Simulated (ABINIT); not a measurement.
Ag:

```
CELL_PARAMETERS angstrom
0.00000 2.04275 2.04275
2.04275 0.00000 2.04275
2.04275 2.04275 0.00000
ATOMIC_POSITIONS crystal
Ag 0.00000 0.00000 0.00000
```

| Item | Value |
| --- | --- |
| Program | ABINIT 10.8.3 (patched build) |
| Task | single point |
| Functional | PBEsol |
| Potentials or basis | PseudoDojo NC SR PBEsol v0.4.1 standard |
| Cutoff | 1116 eV |
| k mesh | 11 × 11 × 11 |
| Occupations | fermi-dirac, width 0.05 eV |
| Spin | no spin polarisation |

On this cell: pressure -3.1 GPa; band gap on the k mesh none (metal or under the smearing width).

The same run follows on a disturbed copy (cell strained at random at fixed volume):

```
Ag
1.0
    -0.00622    2.03863    2.06720
     2.01497    0.04695    2.01403
     2.08560    2.05608   -0.02368
Ag
1
Cartesian
  0.0358 -0.0156 0.0623
```

Q: What does the disturbed cell give?

A: The energy (extrapolated to zero smearing) moves by +6.1 meV/atom; pressure -2.7 GPa; band gap on the k mesh none (metal or under the smearing width).

Stress tensor (GPa, compression positive):
```
-2.50 -1.72  1.40
-1.72 -2.74 -0.80
 1.40 -0.80 -2.80
```
